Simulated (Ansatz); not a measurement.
A plane-wave DFT run in Ansatz 0.2.0 (scalar-relativistic PAW potentials unless the input names others): input and command.

```yaml
crystal:
  lattice:
    - [4.0771895717, 0.0, 0.0]
    - [0.0, 3.604304784, 0.0]
    - [0.0, 0.0, 5.2639672632]
  atoms:
    - { symbol: Hf, position: [0.5, 0.5, 0.5] }
    - { symbol: Hf, position: [0.0, 0.0, 0.0] }
    - { symbol: O, position: [0.0, 0.5, 0.6932520948] }
    - { symbol: O, position: [0.5, 0.0, 0.8067479052] }
    - { symbol: O, position: [0.5, 0.0, 0.3067479052] }
    - { symbol: O, position: [0.0, 0.5, 0.1932520948] }
basis:
  ecutwfc: 420
kpoints:
  mp_grid: { grid: [6, 6, 4] }
hamiltonian:
  xc: pbe
scf:
  occupations: { method: gaussian, width: 0.15 }
  convergence: { dr2_threshold: 1.0e-08 }
output:
  forces: true
  eigenvalues: true
  stress: true
```

```bash
ansatz run input.yaml --threads 1 --pin off --max-ram 2560MiB --backend cpu --events-out ev --progress --plain --runs-dir out
```

Abridged log:
```
Warning: output.stress: scf.convergence.dr2_threshold = 1e-8 eV is looser than the 6e-10 eV advised for a printed stress (1e-10 eV for each atom of the cell: 6). ...
Pseudopotentials: kind: paw
Pseudopotential: Hf, paw, valence charge 26, recommended cutoff 420 eV (normal)
Pseudopotential: O, paw, valence charge 6, recommended cutoff 420 eV (normal)
Functional definition: PBE
Crystal: 6 atoms, lattice volume = 77.356 Å³
Basis set: ecut = 420 eV, 1501 PW (Γ), exchange–correlation on 60×50×72 points (8 copies of the dense FFT grid, shifted against one another)
Bands: 46, of which v1, the nominal top of the filled ones, is band 38 counted from 1 (37 counted from 0)
Symmetry: 8 space group operations
Space group: Pmmn (ITA 59), of the structure as read, at distance tolerance 4.3e-5 Å
k-points: 48 of 144
Initial density: superposition of atomic densities (neutral atoms: chi_scale 0, normalization atom), corrected by the library's trained network
Initial wavefunctions: pseudopotential atomic-orbital guess
Functional: x = pbe(κ = 0.804, μ = 0.21951497), c = pbe(β = 0.06672455)
SCF iter   1: F=—  HF=-33721.900372 eV  |F-HF|=—  |Δ(HF+E_count)|=         —  Δρ=2.80e-3  dr2=1.81e-3  ethr=1.77e-3  ⟨swp⟩=4.9  Hψ=6839  notcnv=0
SCF iter   2: F=—  HF=-33721.902163 eV  |F-HF|=—  |Δ(HF+E_count)|=   1.79e-3  Δρ=1.49e-3  dr2=5.45e-4  ethr=2.38e-6  ⟨swp⟩=2.3  Hψ=4364  notcnv=0
SCF iter   3: F=—  HF=-33721.902547 eV  |F-HF|=—  |Δ(HF+E_count)|=   3.83e-4  Δρ=5.84e-4  dr2=2.00e-4  ethr=7.17e-7  ⟨swp⟩=2.0  Hψ=3516  notcnv=0
automatic band count: iteration 3 solves 45 bands in place of 46: the levels show a gap, and the empty bands left out lie too high to hold charge; the band table lists the bands solved (type scf.n_extra_bands for more)
SCF iter   4: F=—  HF=-33721.902510 eV  |F-HF|=—  |Δ(HF+E_count)|=   3.68e-5  Δρ=1.34e-4  dr2=8.29e-6  ethr=2.63e-7  ⟨swp⟩=2.0  Hψ=3494  notcnv=0
SCF iter   5: F=—  HF=-33721.902331 eV  |F-HF|=—  |Δ(HF+E_count)|=   1.80e-4  Δρ=5.68e-5  dr2=1.67e-6  ethr=1.09e-8  ⟨swp⟩=2.3  Hψ=3637  notcnv=0
SCF iter   6: F=—  HF=-33721.902332 eV  |F-HF|=—  |Δ(HF+E_count)|=   1.59e-6  Δρ=2.12e-5  dr2=3.05e-7  ethr=2.20e-9  ⟨swp⟩=2.0  Hψ=3815  notcnv=0
SCF iter   7: F=—  HF=-33721.902332 eV  |F-HF|=—  |Δ(HF+E_count)|=   1.93e-9  Δρ=7.92e-6  dr2=3.51e-8  ethr=4.01e-10  ⟨swp⟩=2.1  Hψ=3822  notcnv=0
SCF iter   8: F=—  HF=-33721.902332 eV  |F-HF|=—  |Δ(HF+E_count)|=   5.49e-8  Δρ=4.55e-6  dr2=1.28e-8  ethr=1.32e-11  ⟨swp⟩=7.9  Hψ=8895  notcnv=0
SCF iter   9: F=-33721.902332 eV  HF=-33721.902332 eV  |F-HF|=4.15e-10  |Δ(HF+E_count)|=   1.03e-9  Δρ=9.79e-7  dr2=7.07e-10  ethr=1.32e-11  ⟨swp⟩=4.0  Hψ=7268  notcnv=0
SCF 1 converged in 9 iterations: F = -33721.902332 eV  dr2 = 7.07e-10
SCF converged after 9 iterations
Free energy (F): -33721.902332 eV
Harris-Foulkes:  -33721.902332 eV  (|F-HF|=4.15e-10)
Internal energy: -33721.902332 eV  (E = F + TS)
E sigma→0 (E₀):  -33721.902332 eV
Fermi energy:    14.379137 eV
--- Forces (eV/Å), atoms counted from 1 ---
  atom   1  Hf     0.00000000     0.00000000     1.67382747
  atom   2  Hf     0.00000000     0.00000000    -1.67382747
  atom   3  O      0.00000000     0.00000000    -0.42896016
  atom   4  O      0.00000000     0.00000000     0.42896016
  atom   5  O      0.00000000     0.00000000    -0.10911620
  atom   6  O      0.00000000     0.00000000     0.10911620
--- Stress (GPa, compression-positive) ---
      -33.982804       0.000000       0.000000
        0.000000     -20.112555       0.000000
        0.000000       0.000000      -7.702237
  P = ⅓ Tr σ = -20.5992 GPa (-205.992 kbar)
```

Apart from outputs and empty bands, the input differs from a reference run on usual settings in scf.occupations.width: 0.05 → 0.15; scf.convergence.dr2_threshold: not typed → 1e-08. The reference, at the same geometry (not necessarily relaxed), gave pressure -20.60 GPa, largest force 1.674 eV/Å, gap on the mesh 3.77 eV. This run converged in 9 SCF iterations (reference: 7) with an energy at zero smearing within 0.01 meV/atom of the reference's, pressure -20.60 GPa, largest force 1.674 eV/Å, gap on the mesh 3.77 eV.

Time: 8.8 s on 1 thread of Arm Neoverse V2 (shared host), peak memory 0.41 GiB.